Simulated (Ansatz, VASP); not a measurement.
## TaN in VASP and in Ansatz

File INCAR:

```
PREC = Accurate
ENCUT = 520
EDIFF = 1E-6
ISMEAR = 0
SIGMA = 0.15
LREAL = F
LASPH = T
NELM = 100
ALGO = Normal
ISIF = 2
LWAVE = F
LCHARG = F
NBANDS = 15
```

KPOINTS

```
Automatic mesh
0
Gamma
  18 18 18
```

File POSCAR:

```
TaN
1.0
    0.0000000000      2.2281815418      2.2281815418
    2.2281815418      0.0000000000      2.2281815418
    2.2281815418      2.2281815418      0.0000000000
Ta N
1 1
Direct
    0.5000000000      0.5000000000      0.5000000000
    0.0000000000      0.0000000000      0.0000000000
```

Input for Ansatz:

```yaml
crystal:
  lattice:
    - [0.0, 2.2281815418, 2.2281815418]
    - [2.2281815418, 0.0, 2.2281815418]
    - [2.2281815418, 2.2281815418, 0.0]
  atoms:
    - { symbol: Ta, position: [0.5, 0.5, 0.5] }
    - { symbol: "N", position: [0.0, 0.0, 0.0] }
basis:
  ecutwfc: 520.0
kpoints:
  mp_grid: { grid: [18, 18, 18] }
hamiltonian:
  xc: lda
  pseudopotentials: { kind: paw, azcp: { folder: soft_1 } }
scf:
  occupations: { method: gaussian, width: 0.15 }
output:
  forces: true
  stress: true
  eigenvalues: true
```

Change from the starting cell: mode 4 frozen in at +0.000 Å, equal normal strain along x, y and z +0.0250.

Alike in both runs: task single point; functional LDA; k mesh 18 × 18 × 18; occupations gaussian, width 0.15 eV; no spin polarisation.

|  | VASP | Ansatz |
| --- | --- | --- |
| version | VASP 6.6.1 | Ansatz 0.2.0 |
| potentials or method | VASP PAW LDA potentials, release 64 (Ta_pv, N) | scalar-relativistic, plane waves, PAW |
| plane-wave cutoff (eV) | 520 | 520 |
| valence electrons in the cell | 16 | 18 |

VASP gave:

```
gap on the k mesh at the Fermi level (eV) : none
pressure (GPa)                            : -22.0
```

Task: Estimate Ansatz's values.

Result: gap on the k mesh at the Fermi level (eV): none; pressure (GPa): -23.7.

A gap of «none» marks a metal or a gap that the smearing closes. The two sets of potentials don't hold the same shells in valence. Ansatz warned: «pseudo_functional_mismatch».

Caveats: so large a pressure means that the cell lies far from this level's equilibrium, or that cutoff or potentials fall short (VASP). Spin-orbit coupling is left out, which matters for the levels of Ta.
